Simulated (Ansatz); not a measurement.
Crystal: Hf.

```
Hf
1.0
    -1.69500    1.65212    1.64091
     1.87648   -1.65155    1.82182
     1.94106    1.89761   -1.64034
Hf
1
Direct
  0.00000 0.00000 0.00000
```

This isn't the form of Hf at room conditions, which is hcp.

The cell isn't the ideal one: cell sheared at random, sigma 0.06, atoms nudged by 0.01 Å.

Below is the output of Ansatz 0.2.0 for this cell. Logs are shortened: lines on timing, memory, paths and dates and some standing lists are left out, and cuts for length are marked.

```text
Warning: RAYON_NUM_THREADS=2 ignored (pool sized by the plan → 2); use --threads N
Engine: ansatz 0.2.0, aarch64-unknown-linux-gnu
Pseudopotentials: kind: paw
Pseudopotential: Hf, paw, valence charge 26, recommended cutoff 420 eV (normal), Hf.paw.azcp
Functional definition: RPBE
  parameter kappa = 0.804
  parameter beta = 0.06672455060314922
  exchange = rpbe_x(kappa = kappa, mu = beta*pi^2/3)
  correlation = pbe_c(beta = beta)
Crystal: 1 atoms, lattice volume = 23.299 Å³
Basis set: ecut = 420 eV, 461 PW (Γ), exchange–correlation on 40×48×48 points (8 copies of the dense FFT grid, shifted against one another)
Bands: 17, of which v1, the nominal top of the filled ones, is band 13 counted from 1 (12 counted from 0)
Symmetry: 2 space group operations
Space group: P-1 (ITA 2), of the structure as read, at distance tolerance 2.9e-5 Å
k-points: 552 of 1100
Non-local potential: Hf, projectors of the file, l = 0: 3, l = 1: 2, l = 2: 2, l = 3: 3
PAW form: soft (Blöchl's): semilocal exchange-correlation on the pseudo side does not see the compensation charge
PAW frozen core: Hf, regenerated for the run's functional, and the local potential with it (the file was generated under x = pbe(κ = 0.804, μ = 0.2195149727645171), c = pbe(β = 0.06672455060314922))
PAW one-centre angular grid: Hf, 590 points (default); XC on 64 Gauss nodes
Initial density: superposition of atomic densities (neutral atoms: chi_scale 0, normalization atom), corrected by the library's trained network
Initial wavefunctions: pseudopotential atomic-orbital guess
Functional: x = rpbe, c = pbe(β = 0.06672455060314922)
SCF iter   1: F=—  HF=-15733.520264 eV  |F-HF|=—  |Δ(HF+E_count)|=         —  Δρ=3.09e-3  dr2=1.25e-3  ethr=1.77e-3  ⟨swp⟩=5.3  Hψ=40769  notcnv=0
preconditioner: auto → Kerker (q_TF=auto, 2.779 Å⁻¹)  [metal: Δε(μ)=0.005 eV  Ē_g=18.452 eV  σ=0.050 eV  W_gap=0.03  n_scr=12 (ndim 8)  ℏωp=37.7 eV  f_vac=0.000  D(μ)=1.87/eV (n_scr^D=18)]
SCF iter   2: F=—  HF=-15733.520299 eV  |F-HF|=—  |Δ(HF+E_count)|=   3.49e-5  Δρ=1.83e-3  dr2=4.67e-4  ethr=4.83e-6  ⟨swp⟩=2.6  Hψ=19605  notcnv=0
SCF iter   3: F=—  HF=-15733.520450 eV  |F-HF|=—  |Δ(HF+E_count)|=   1.51e-4  Δρ=4.87e-4  dr2=3.71e-5  ethr=1.80e-6  ⟨swp⟩=2.2  Hψ=15586  notcnv=0
[... 138 lines left out ...]
SCF converged after 5 iterations
Free energy (F): -15733.723472 eV
Harris-Foulkes:  -15733.723472 eV  (|F-HF|=5.46e-12)
Internal energy: -15733.711338 eV  (E = F + TS)
E sigma→0 (E₀):  -15733.717405 eV
Entropy (-TS):   -0.012134 eV (-12.134 meV/atom)
Fermi energy:    19.053216 eV
--- Per-component energies (eV) ---
  E_band       = 16.413124
  E_kinetic    = 423.010279
  E_local      = -5164.734853  (includes V_loc(G=0)·N_el)
  E_nonlocal   = -1246.169785
  E_hartree    = 2422.897287
  E_xc         = -300.077768
  E_vxc        = -265.431246  (∫ρ·V_xc dr)
  E_paw        = -6939.505427  (= ΣΔE_a)
  E_vpaw       = 1423.944069  (= ΣTr[D̂ρ^β])
  E_aug_tail   = -0.000001  (compensation charges beyond the density's cutoff)
  E_ewald      = -4928.945093
  E_core_change = -0.185977  (= ΣΔE_core)
  E_smearing   = -0.012134  (= −TS)
  E_closure    = 0.000000  (closes the sum)
  Σ components = -15733.723472   (vs F -15733.723472, Δ=0.00e0)
--- Forces (eV/Å), atoms counted from 1 ---
  atom   1  Hf     0.00000000     0.00000000     0.00000000
  max |Σ_I F_I| component: 0.00e0 eV/Å
--- Stress (GPa, compression-positive) ---
        0.015119       0.000096      -0.001391
        0.000096      -0.006405       0.006916
       -0.001391       0.006916      -0.005417
  P = ⅓ Tr σ = 0.0011 GPa (0.011 kbar)
--- Band table (eV; the first three rows and the last of 552) ---
  k-point 0: bands = ["-42.8058", "-11.1038", "-11.1030", "-11.1015", "7.2452", "7.2606", "7.2608", "7.2620", "7.3270", "7.3270", "7.3279", "11.9671", "20.4112", "20.4134", "20.5342", "23.0459", "23.2195"]
  k-point 1: bands = ["-42.8008", "-11.1742", "-11.1132", "-11.1116", "7.2494", "7.2604", "7.2640", "7.2649", "7.3210", "7.3213", "7.3276", "12.2978", "20.1327", "20.5653", "20.6449", "22.8998", "23.0554"]
  k-point 2: bands = ["-42.7877", "-11.3590", "-11.1388", "-11.1347", "7.2519", "7.2676", "7.2723", "7.2732", "7.3064", "7.3066", "7.3282", "13.2019", "19.4824", "20.7800", "20.8784", "22.8531", "22.9458"]
  k-point 551: bands = ["-42.7474", "-11.6555", "-11.3554", "-11.3028", "7.2681", "7.2754", "7.2849", "7.2876", "7.2883", "7.2962", "7.3058", "16.0722", "17.7366", "19.6525", "23.0590", "23.6574", "25.4964"]
--- Relaxed structure (11 steps of the walk, 11 accepted, 2 SCFs on fresh bases) ---
  F+E_penalty+E_count = -15733.72347185 eV   max|allowed force component| = 0.000e0 eV/Å   (the final SCF, on the basis selected at the relaxed cell)
  cell:  # Å, volume = 23.1985 Å³
    - [-2.240536668087584, 1.61700486587909, 1.6102164302563184]
    - [2.2667110724559048, -1.63473379508622, 1.5853929863345204]
    - [2.2759660594086455, 1.5785341280238936, -1.6283877424433075]
  atoms:
    - { symbol: Hf, position: [0.0, 0.0, 0.0] }
```

What input gives this log?

Relaxation of cell and atoms with RPBE, no spin polarisation. The files as run (others can give the same):

input.yaml
```yaml
crystal:
  lattice:
    - [-1.69499963, 1.65212262, 1.64090873]
    - [1.87648335, -1.65155032, 1.82182015]
    - [1.94105724, 1.89760792, -1.64033643]
  atoms:
    - { symbol: Hf, position: [0.0, 0.0, 0.0] }
hamiltonian:
  xc: rpbe
  pseudopotentials: { kind: paw }
kpoints:
  mp_grid: { grid: [11, 10, 10] }
scf:
  occupations: { method: fermi_dirac, width: 0.05 }
output:
  forces: true
  stress: true
  eigenvalues: true
relax:
  f_tol: 0.01
  max_steps: 40
  cell: { stress_tol: 0.05 }
```

Potentials or basis: Ansatz PAW.
Command:
```bash
$ ansatz run input.yaml --threads 2 --pin off --max-ram 5632MiB --backend cpu --events-out ev --progress --plain --runs-dir out
```

Caveat: the plane-wave basis is chosen anew once the cell has moved, so the energies of steps on either side of that aren't comparable; the PAW data sets come from PBE, with cores solved anew for the run's functional, which leaves a small shift of forces and pressure.
